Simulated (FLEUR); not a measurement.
## Sb: equation of state with r2SCAN

The system is Sb.

```
CELL_PARAMETERS angstrom
2.15420 1.24373 3.75800
-2.15420 1.24373 3.75800
0.00000 -2.48746 3.75800
ATOMIC_POSITIONS crystal
Sb 0.76651 0.76651 0.76651
Sb 0.23349 0.23349 0.23349
```

```
Program                  : FLEUR MaX-R8.1 (later development tree)
Task                     : equation of state
Functional               : r2SCAN
Potentials or basis      : all-electron
Basis                    : FLAPW
Kmax                     : 4.1 1/bohr
k mesh                   : 8 × 8 × 8
Occupations              : fermi-dirac, width 0.05 eV
Spin                     : no spin polarisation
Gmax                     : 12.7 1/bohr
Muffin-tin radii         : Sb 2.47 bohr
lmax                     : Sb 10
lnonsphr                 : Sb 10
Local orbitals a species : Sb 6
```

```
Equilibrium volume                        : 31.10 Å³/atom
Bulk modulus at fixed shape and positions : 54 GPa
```

Energy against volume, from the lowest point:
| volume (Å³/atom) | energy (meV/atom) |
| --- | --- |
| 28.393 | 46.96 |
| 28.998 | 27.00 |
| 30.206 | 4.15 |
| 31.414 | 0.00 |
| 32.018 | 3.80 |

Caveat: the meta-GGA is that of a development version, with a GGA for the radial functions and cores and without core tails; the cell was scaled at fixed shape and fractional positions, which overstates the stiffness of a crystal with free parameters, most of all of layers and chains. The run has no spin-orbit coupling, so splittings on Sb are missing.
